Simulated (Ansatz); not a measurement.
Runs of Ansatz 0.2.0 on MoS2. It takes space group C2/m (No. 12, monoclinic). Conventional cell: a = 6.296 Å, b = 3.860 Å, c = 4.439 Å, α = 90.00°, β = 90.04°, γ = 90.00°. Mo (site symmetry 2/m) is surrounded by 6 S at 2.35 to 2.60 Å. S (site symmetry m) has 3 Mo at 2.35 to 2.60 Å as nearest neighbours. The cell comes from a database or a generator and needn't be the stable form of this composition.

```csv
spin,U,fixed moment (μB),gap on the mesh (eV),pressure (GPa),moment (μB),largest force (eV/Å)
"collinear, ferromagnetic start",Mo d U = 2 eV,3,-,(a),3.00,(b)
"non-collinear, random start",Mo d U = 2 eV,-,none,-0.5,2.11,1.40
"collinear, random start",Mo d U = 2 eV,-,none,-0.5,2.11,1.40
"collinear, program default start",Mo d U = 3 eV,-,none,1.4,2.27,1.35
```

Alike in all rows: task single point; level PBEsol+U; potentials or basis Ansatz PAW; cell as given; k mesh 6 × 6 × 4; cutoff (eV) 420; smearing gaussian 0.05 eV.

Task: Estimate the missing entries.

Result: (a) 1.7; (b) 1.43.

Caveats: the magnetic or orbital state may not be the lowest; the PAW data sets come from PBE, with cores solved anew for the run's functional, which leaves a small shift of forces and pressure; forces of over 1 eV/Å show positions far from the minimum, so gaps and moduli don't describe the material at rest; the total moment is fixed, so each spin has its own Fermi level (some runs); the thresholds are loose for stress (some runs).

A k mesh can miss the band edges, and the runs leave out spin-orbit coupling on Mo.

A gap of «none» marks a metal or a gap under the smearing width.

Runs at the PBE level aren't shown here.
